**Q.** I grow 2H-MoTe₂ and was handed these levels from a PBE+U calculation without spin-orbit coupling. The top valence level falls and comes back, the lowest conduction level falls and then stalls, and half the entries come in pairs. How do I read this?

GPAW 26.7.0, PBE+U (U = 4.5 eV on Mo d) with PAW data sets and a 500 eV plane-wave cutoff, for MoTe₂ (P6₃/mmc, 6 atoms per cell), without spin polarisation or spin-orbit coupling. The k mesh is 7×7×2, with Fermi-Dirac smearing of 0.05 eV. Levels are counted outward from the gap, with energies relative to the highest valence level on the mesh.

| point a (reciprocal cell vector) | point b (reciprocal cell vector) | point c (reciprocal cell vector) | level under 4 (eV) | level under 3 (eV) | level under 2 (eV) | level under 1 (eV) | level over 1 (eV) | level over 2 (eV) |
| --- | --- | --- | --- | --- | --- | --- | --- | --- |
| 0.0000 | 0.0000 | 0.0000 | -1.039 | -1.039 | -0.346 | 0.000 | 2.874 | 2.874 |
| 0.1429 | 0.0000 | 0.5000 | -1.138 | -1.138 | -0.282 | -0.282 | 2.139 | 2.139 |
| 0.2857 | -0.1429 | 0.0000 | -1.087 | -0.924 | -0.720 | -0.584 | 1.046 | 1.605 |
| 0.2857 | -0.1429 | 0.5000 | -1.039 | -1.039 | -0.704 | -0.704 | 1.296 | 1.296 |
| 0.2857 | 0.0000 | 0.0000 | -1.098 | -1.072 | -1.019 | -0.996 | 1.087 | 1.665 |
| 0.4286 | 0.2857 | 0.0000 | -1.864 | -1.663 | -0.452 | -0.235 | 1.011 | 1.201 |
| 0.4286 | 0.4286 | 0.5000 | -1.868 | -1.868 | -0.418 | -0.418 | 1.280 | 1.280 |

**A.** Each row, counted from the top, is one k point of a single run, and points a, b and c are its coordinates along the three reciprocal cell vectors. Point c runs along the stacking axis, with 0.5 at the top face of the zone. "Level under 1" is the highest filled level at that point and "level over 1" the lowest empty one, and the others count outward from the gap. The zero of energy is the highest valence level on the mesh.

The coordinates have to be folded back into the hexagonal zone before the rows can be ordered. Row 1 is Γ, rows 2 and 5 lie on the way to M, rows 3 and 4 share the in-plane point 3/7 of the way from Γ to K, and row 6 lies at 6/7 of that line. Row 7 sits on the zone edge between K and M. Two things then vary at once: the in-plane position, which probes the bands of one layer, and point c, which probes the coupling of the two layers in the cell.

**Q.** Take one layer first. Why is there a gap, and why does the top valence level have two high points?

**A.** Counting gives the gap. With the Mo 4s and 4p shells set aside, the electrons of the run come to 18 per formula unit, or 9 bands per layer. The Te s and p bands take eight of them, which leaves one filled band for the d² metal in its trigonal prism. The orbital labels that follow are the standard ones for this structure type, which the energies agree with but do not prove.

The limit without mixing shows the shape. A band made of Mo d(z²) alone, on the triangular metal lattice, is low at Γ, where neighbours are in phase, and high at K. One branch of the in-plane pair d(xy), d(x²−y²) does the opposite: it is high at Γ and low at K. The two would cross on the way and the layer would be a metal. Both are even under the mirror plane of the layer. The threefold axis keeps them apart at Γ and at K, but on the way between these points they can mix, and the crossing becomes a gap.

The filled band is thus d(z²)-like at Γ, in-plane at K, and pushed down in between. At Γ it is also lifted by antibonding with Te p(z), a lift that fades as k grows. The table has this shape: level under 1 is zero at Γ, −0.584 eV in row 3 and back at −0.235 eV in row 6. The empty band starts at 2.874 eV at Γ, follows the descending in-plane branch and ends as d(z²) near K.

The direct gap follows from the two curves. Among the rows with c = 0 it shrinks steadily as K is approached, from 2.874 eV at Γ to 1.246 eV in row 6, and it does the same among the rows with c = 0.5. Taken together the two sets are out of order: row 3 (1.630 eV) has a smaller gap than row 7 (1.698 eV), although it is twice as far from K. That exception belongs to the stacking.

**Q.** Is that where the pairs come from? I took them for spin pairs.

**A.** Spin is switched off in this run, with zero moment imposed, and each level holds two electrons, so the pairs are orbital. In the limit of uncoupled layers every level would appear twice at every point, once per layer. With a hopping t between neighbouring layers, a level E₀ of one layer becomes

E± = E₀ ± 2t cos(π·c),

with c the value of point c. The splitting is 4|t| at c = 0 and vanishes at c = 0.5, where the couplings to the layer above and the layer below cancel.

The pairing is in fact exact, whatever the range of the coupling. The twofold screw contained in the 6₃ axis, combined with time reversal, leaves every point of the top face in place and squares to −1 there, which forces two states onto each energy. Rows 2, 4 and 7 show this to the last digit for all six levels. The two doublets of row 1 have another origin, the threefold axis, which keeps p(x), p(y) and the d pairs together at Γ.

**Q.** Can the formula be checked?

**A.** Once, without any fitted number, because rows 3 and 4 share their in-plane point: the midpoint of two partners at c = 0 should equal the pair at c = 0.5. For the conduction levels the midpoint is (1.046 + 1.605)/2 = 1.326 eV against 1.296 eV. The rule holds well there, since the miss is only a twentieth of the splitting.

For the valence levels it holds less well. The misses are 0.052 eV for the upper pair and 0.034 eV for the lower, which is 38 % and 21 % of their small splittings and far above the rounding of the table. All three midpoints lie above the pair. Orbital overlap, which raises an antibonding partner more than it lowers the bonding one, would give this sign, but that cause is an untested guess. A midpoint therefore stands for the uncoupled layer to about 0.05 eV, on the evidence of one in-plane point.

**Q.** And the stall? Rows 3, 5 and 6 are quite different places, yet their lowest conduction levels are nearly equal.

**A.** The near equality is made by the stacking. The midpoints, which approximate the uncoupled limit, are 1.326 eV in row 3, 1.376 eV in row 5 and 1.106 eV in row 6, so row 6 would be clearly the lowest of the three. Whether it would also beat the points left out of the table cannot be read from these rows. Coupling lowers the bottom partner by half the splitting, and the splitting is about three times larger in rows 3 and 5 than in row 6. This reading takes levels over 1 and 2 as partners, which row 4 supports for row 3 and which is assumed for the other two.

The result is that a lead of 0.22 eV for row 6 over row 3 shrinks to 1.046 − 1.011 = 0.035 eV. Theory gives two reasons for the unequal splittings, and they add. Layers touch only through tellurium, across a gap of 3.38 Å between Te planes, and the conduction states midway through the zone carry more Te p weight than the d(z²) state at K. In this stacking the conduction states of neighbouring layers also transform differently under the threefold rotation at K, so their hopping vanishes there; row 6, 0.17 Å⁻¹ from K, keeps only part of it.

**Q.** Does the same coupling put the valence top at Γ?

**A.** It helps, but this mesh leaves out K, so only row 6 can be compared with Γ. If the two single levels at Γ are partners, which is the natural reading but is not proved by energies alone, their midpoint is −0.173 eV, against −0.344 eV for the upper valence pair of row 6. Γ then leads row 6 by 0.171 eV before coupling and by 0.235 eV after it. The p(z) lobes that point into the gap do give Γ the larger splitting, but most of its lead over row 6 is already there in the uncoupled limit. Against K itself, which should lie above row 6, that lead is smaller or absent, and the coupling may still be what decides the order.

The splitting of 0.217 eV in row 6 resembles the spin-orbit splitting seen near K in photoemission, but spin-orbit coupling is left out here and this one is interlayer. The real spin-orbit splitting, roughly 0.2 eV as a recalled figure, would come on top and raise the upper level near K. In this stacking the two combine in quadrature, so the rise is less than half the spin-orbit value. K itself is off the mesh and lies somewhat higher than row 6 if it is the valley top, so the order of Γ and K in the valence band is not settled by this run.

**Q.** Row 5 looks wrong to me: four valence levels almost on top of each other.

**A.** It is where two families of bands meet. Level under 4 stays between −1.04 and −1.14 eV through rows 1 to 5 and drops to about −1.87 eV in the two rows near K, which suggests a second family, rich in Te p by the standard assignment, that lies nearly flat across the inner zone. The top band falls away from Γ, and towards M it has no valley like K to climb back to. In row 5 it has sunk into the second family, and all four levels fit within 0.102 eV. The small spacings there should not be read as interlayer splittings, since neighbours in energy need not be partners where bands cross.

**Q.** The run reports a gap of 0.826 eV on its mesh, below every conduction level we have discussed. Where is that minimum?

**A.** It lies at another point of the mesh, 0.185 eV below row 6, and the occupation smearing helps to place it. The smearing width σ is a numerical device, but it frees equal numbers of electrons and holes. Let Nc and Nv count the mesh states at the two edges, each weighted by exp(−depth/σ), out of 98 points with two spins. Then

n = (2/98)·Nc·exp(−xc) = (2/98)·Nv·exp(−xv),

where xc and xv are the distances of the edges from the Fermi level in units of σ.

The run puts the Fermi level 0.362 eV above the valence top, so xv = 0.362/0.05 = 7.24, and the rest of the gap gives xc = 9.27 from the unrounded energies. In the limit of equal counts it would sit at midgap, and it sits lower because the conduction edge has more states. The ratio is

Nc/Nv = exp(9.27 − 7.24) = 7.6.

The seven rows alone already supply Nv = 1.10, nearly all of it from Γ, so Nc is at least 8.4.

An upper bound comes from the entropy term of the run, TS = 2.3 × 10⁻⁵ eV per cell. A dilute carrier at distance x contributes σ(1 + x), and carriers deeper in the bands contribute more, so

n ≤ 2.3 × 10⁻⁵ / [0.05 × (2 + 7.24 + 9.27)] = 2.5 × 10⁻⁵,

Nc ≤ 49 × 2.5 × 10⁻⁵ × exp(9.27) = 13.0.

The entropy has two digits only, which moves the bound between 12.7 and 13.2. Nothing is fitted in either bound.

Symmetry-equivalent points away from Γ come in sets of six or twelve, doubled by the pairing at c = 0.5. The bracket admits twelve states and excludes 24, as well as a lone set of six, to which the conduction levels of the table add only 0.26. A pair at c = 0.5 is unlikely to be the minimum, because the two-layer formula puts its lower partner at c = 0 beneath it. The only twelvefold set at c = 0 is (2/7, 1/7, 0), at 0.65 of the Γ–K length and beside that line.

This is the region of the Q valley, where the answer on the stall found the strong interlayer splitting, so the assignment suits the mechanism. It remains an inference, since two sets of points close in energy could fill the same bracket. What the numbers do show is that the gap on this mesh is indirect, 0.420 eV smaller than the direct one of row 6. The true edges may lie between mesh points, in which case the gap is smaller still.

**Q.** How far do the settings move all this, and what does it mean for a transistor channel?

**A.** The pairs and doublets are symmetry and survive any choice of U or cell within this space group, though spin-orbit coupling would regroup them. The valley order is another matter, being a balance of tenths of an electronvolt between d-rich and p-mixed states, which is just what U = 4.5 eV on Mo d can shift by an amount untested here. The cell is unrelaxed, under 2.3 GPa and with forces of more than a tenth of an electronvolt per ångström along the stacking axis, and all splittings at c = 0 depend on the layer spacing. These are also Kohn-Sham levels of a static lattice, with no exciton binding, so 1.246 eV is not an optical line.

The direction of change follows from the two limits. Thinning the crystal takes away neighbouring layers, and widening the gap between layers shrinks t. Either way the partners close towards their midpoints, and the conduction states midway through the zone rise faster than those near K. For a channel this means that the valley carrying the electrons, and with it the mass, the valley count and the barrier at a contact, can change with thickness and strain. On the hole side Γ and K are close enough that the valley has to be fixed by a calculation with spin-orbit coupling and K on the mesh, or by measurement.
